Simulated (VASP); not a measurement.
# BaZrO3: how cutoff and mesh change the relaxed cell, part 2 of 2

Aim: test the relaxed volume of BaZrO3 against cutoff and mesh. The starting structure is a measured crystal structure from the Crystallography Open Database. The first relaxation on each setting starts from this cell expanded by 3 % in volume.

VASP 6.6.1.

Results so far: reference 14.72 Å³ an atom; a cutoff of 400 eV 14.37 Å³ an atom; a 3×3×3 mesh 14.74 Å³ an atom.

**5. Relaxation with a cutoff of 680 eV**

Level of this step: PBEsol; plane waves and PAW (Ba_sv, Zr_sv, O) (VASP).

Against step 2 the input has ENCUT = 680. This run starts from the cell of an earlier relaxation, which isn't shown; the restart sets up the plane waves anew.

The input, INCAR:

```
SYSTEM = BaZrO3
PREC = Accurate
ENCUT = 680
EDIFF = 1E-06
NELM = 100
ISMEAR = 0
SIGMA = 0.03
LREAL = .FALSE.
ALGO = Normal
GGA = PS
NBANDS = 26
LASPH = .TRUE.
LORBIT = 11
LWAVE = .FALSE.
LCHARG = .FALSE.
KPAR = 8
IBRION = 2
NSW = 50
ISIF = 3
EDIFFG = -0.006
```

The input, POSCAR:

```
BaZrO3
1.0
    4.1895123710      0.0000000000      0.0000000000
    0.0000000000      4.1895123710      0.0000000000
    0.0000000000      0.0000000000      4.1895123710
Ba Zr O
1 1 3
Direct
    0.0000000000      0.0000000000      0.0000000000
    0.5000000000      0.5000000000      0.5000000000
    0.5000000000      0.5000000000      0.0000000000
    0.5000000000      0.0000000000      0.5000000000
    0.0000000000      0.5000000000      0.5000000000
```

The input, KPOINTS:

```
Automatic mesh
0
Gamma
6 6 6
0 0 0
```

Potentials, in the order of the species: Ba_sv, Zr_sv and O (PBE family, release 64).

On the command line:

```bash
> mpirun -np 8 vasp_std
```

Output:

```text
[... set-up lines as in an earlier step ...]
 entering main loop
       N       E                     dE             d eps       ncg     rms          rms(c)
DAV:   1     0.360074148066E+03    0.36007E+03   -0.25513E+04  1040   0.186E+03
DAV:   2    -0.259496304318E+02   -0.38602E+03   -0.37698E+03  1284   0.402E+02
DAV:   3    -0.497396274289E+02   -0.23790E+02   -0.23725E+02  1664   0.968E+01
DAV:   4    -0.504923948711E+02   -0.75277E+00   -0.75206E+00  1452   0.136E+01
[...]
DAV:  12    -0.436365142803E+02   -0.21382E-04   -0.13054E-04  1404   0.817E-02    0.323E-02
DAV:  13    -0.436365123602E+02    0.19201E-05   -0.10387E-05  1438   0.237E-02    0.414E-03
DAV:  14    -0.436365124373E+02   -0.77039E-07   -0.13375E-06   876   0.100E-02
   1 F= -.43636512E+02 E0= -.43636512E+02  d E =-.436365E+02
[...]
reached required accuracy - stopping structural energy minimisation
```

The job ended after 14 s (8 MPI ranks of Intel Xeon Platinum 8375C at 2.90GHz (Ice Lake), shared host; peak memory 2.1 GiB; 1.7 min of CPU time).

OUTCAR, selected parts (step 5):

```text
  Total       -0.0220397     -0.0220397     -0.0220397      0.0000000     -0.0000000      0.0000000
  in kB       -0.4802050     -0.4802050     -0.4802050      0.0000000     -0.0000000      0.0000000
  external PRESSURE =      -0.4802050 kB  Pullay stress =       0.0000000 kB

 POSITION                                       TOTAL-FORCE (eV/Angst)
 -----------------------------------------------------------------------------------
      0.00000      0.00000      0.00000         0.000000      0.000000      0.000000
      2.09476      2.09476      2.09476         0.000000      0.000000      0.000000
      2.09476      2.09476      0.00000         0.000000      0.000000      0.000000
      2.09476      0.00000      2.09476         0.000000      0.000000      0.000000
      0.00000      2.09476      2.09476         0.000000      0.000000      0.000000
 -----------------------------------------------------------------------------------
    total drift:                                0.000000      0.000000      0.000000

  FREE ENERGIE OF THE ION-ELECTRON SYSTEM (eV)
  ---------------------------------------------------
  free  energy   TOTEN  =       -43.6365124373 eV

  energy  without entropy=      -43.6365124373  energy(sigma->0) =      -43.63651244

[... 2 parts as in an earlier step ...]

[... 2 further parts left out ...]
[key lines of the parts left out:]
E-fermi :   3.8856
```

With a cutoff of 680 eV the cell ends at 14.707 Å³ an atom, -0.09 % from the reference.

**6. Relaxation with an 8×8×8 mesh**

Against step 2 the input has an 8×8×8 mesh. This run starts from the cell of an earlier relaxation, which isn't shown; the restart sets up the plane waves anew.

Edit INCAR of step 5 so:

```diff
@@ -2,3 +2,3 @@
 PREC = Accurate
-ENCUT = 680
+ENCUT = 520
 EDIFF = 1E-06
```

Edit POSCAR of step 5 so:

```diff
@@ -2,5 +2,5 @@
 1.0
-    4.1895123710      0.0000000000      0.0000000000
-    0.0000000000      4.1895123710      0.0000000000
-    0.0000000000      0.0000000000      4.1895123710
+    4.1907795707      0.0000000000      0.0000000000
+    0.0000000000      4.1907795707      0.0000000000
+    0.0000000000      0.0000000000      4.1907795707
 Ba Zr O
```

The input, KPOINTS:

```
Automatic mesh
0
Gamma
8 8 8
0 0 0
```

On the command line:

```bash
> mpirun -np 8 vasp_std
```

Output:

```text
[... set-up lines as in an earlier step ...]
 entering main loop
       N       E                     dE             d eps       ncg     rms          rms(c)
DAV:   1     0.308660690883E+03    0.30866E+03   -0.22086E+04  1820   0.151E+03
DAV:   2    -0.302954224274E+02   -0.33896E+03   -0.33035E+03  2272   0.365E+02
DAV:   3    -0.499902785429E+02   -0.19695E+02   -0.19645E+02  2964   0.852E+01
DAV:   4    -0.504907338164E+02   -0.50046E+00   -0.49985E+00  2502   0.110E+01
[...]
DAV:  12    -0.436234257110E+02   -0.20504E-04   -0.11849E-04  2398   0.769E-02    0.332E-02
DAV:  13    -0.436234230526E+02    0.26584E-05   -0.11424E-05  2572   0.241E-02    0.491E-03
DAV:  14    -0.436234229839E+02    0.68697E-07   -0.15071E-06  1658   0.976E-03
   1 F= -.43623423E+02 E0= -.43623423E+02  d E =-.436234E+02
[...]
reached required accuracy - stopping structural energy minimisation
```

The job ended after 12 s (8 MPI ranks; peak memory 1.8 GiB).

From OUTCAR (step 6):

```text
  Total       -0.0167925     -0.0167925     -0.0167925      0.0000000      0.0000000      0.0000000
  in kB       -0.3655449     -0.3655449     -0.3655449      0.0000000      0.0000000      0.0000000
  external PRESSURE =      -0.3655449 kB  Pullay stress =       0.0000000 kB

 POSITION                                       TOTAL-FORCE (eV/Angst)
 -----------------------------------------------------------------------------------
      0.00000      0.00000      0.00000         0.000000      0.000000      0.000000
      2.09539      2.09539      2.09539         0.000000      0.000000      0.000000
      2.09539      2.09539      0.00000         0.000000      0.000000      0.000000
      2.09539      0.00000      2.09539         0.000000      0.000000      0.000000
      0.00000      2.09539      2.09539         0.000000      0.000000      0.000000
 -----------------------------------------------------------------------------------
    total drift:                                0.000000     -0.000000     -0.000000

  FREE ENERGIE OF THE ION-ELECTRON SYSTEM (eV)
  ---------------------------------------------------
  free  energy   TOTEN  =       -43.6234229839 eV

  energy  without entropy=      -43.6234229839  energy(sigma->0) =      -43.62342298

[... 1 part as in an earlier step ...]

[... 3 further parts left out ...]
[key lines of the parts left out:]
E-fermi :   3.8604
```

With an 8×8×8 mesh the cell ends at 14.720 Å³ an atom, +0.00 % from the reference.

**7. The runs compared**

```
               run  volume (Å³/atom)  change (%)  pressure left (GPa)  core minutes
         reference             14.72           -                -0.03          3.23
a cutoff of 400 eV            14.369       -2.38                -0.01          4.72
      a 3×3×3 mesh            14.738        0.12                -0.03          1.81
a cutoff of 680 eV            14.707       -0.09                -0.05          5.44
     an 8×8×8 mesh             14.72         0.0                -0.04          4.93
```

Core minutes are wall time times ranks, summed over the relaxations behind a row (those for a bulk modulus apart), on shared hosts.

**8. Summary of results**

```
volume of the reference                          : 14.72 Å³/atom
volume against the reference, a cutoff of 400 eV : -2.38 %
volume against the reference, a 3×3×3 mesh       : +0.12 %
volume against the reference, a cutoff of 680 eV : -0.09 %
volume against the reference, an 8×8×8 mesh      : +0.00 %
```

What this shows: The volume moves most with a cutoff of 400 eV: -2.38 % against the reference (520 eV, 6×6×6 mesh). On finer settings it changes by -0.09 % with a cutoff of 680 eV and +0.00 % with an 8×8×8 mesh. The relaxations stop with up to 0.05 GPa left, which at a bulk modulus of 50 GPa, to name a scale, is 0.10 % of the volume. That understates it: a restart alone still moved the volume by up to 0.6 %. A cell that shrinks at the lower cutoff is the usual mark of Pulay stress, the error that a plane-wave basis makes when it is kept while the volume changes. Further runs on this material are not shown.

[Lines on the potential files, build, host, timing and source positions are cut from VASP's logs without a mark.]

[Logs are printed without paths, hosts, clocks, repeated set-up lines and the standing remarks that a program may print on its own settings, such as how far it seeks lower states.]

[Hosts, paths, dates, database ids (printed as entryN), source tags and the programs' standing remarks are cut or masked in the printed files.]
